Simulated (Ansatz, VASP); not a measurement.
## KTaO3: VASP beside Ansatz

```xyz
5
Lattice="3.9883 0.0000 0.0000 0.0000 3.9883 0.0000 0.0000 0.0000 3.9883" Properties=species:S:1:pos:R:3 pbc="T T T"
K     1.9942    1.9942    1.9942
Ta    0.0000    0.0000    0.0000
O     1.9942    0.0000    0.0000
O     0.0000    1.9942    0.0000
O     0.0000    0.0000    1.9942
```

Alike in both runs: task single point; functional PBE; k mesh 5 × 5 × 5; occupations fermi-dirac, width 0.01 eV; no spin polarisation.

|  | VASP | Ansatz |
| --- | --- | --- |
| version | VASP 6.6.1 | Ansatz 0.2.0 |
| potentials or method | VASP PAW PBE potentials, release 64 (K_sv, Ta_pv, O), cutoff 520 eV | all-electron LAPW, scalar-relativistic |

|  | VASP | Ansatz | Ansatz less VASP |
| --- | --- | --- | --- |
| gap on the k mesh at the Fermi level (eV) | 2.28 | 2.34 | +0.055 |
| pressure (GPa) | 6.1 | 5.5 | -0.60 |

Ansatz ran all-electron here, so the differences hold the error of VASP's frozen core and of both bases.

Caveats: spin-orbit coupling is left out, which moves the levels of the heavy elements; an odd mesh through Γ misses points on the zone boundary, where band edges often lie. A hybrid or GW would open this gap; PBE tends to underestimate it.
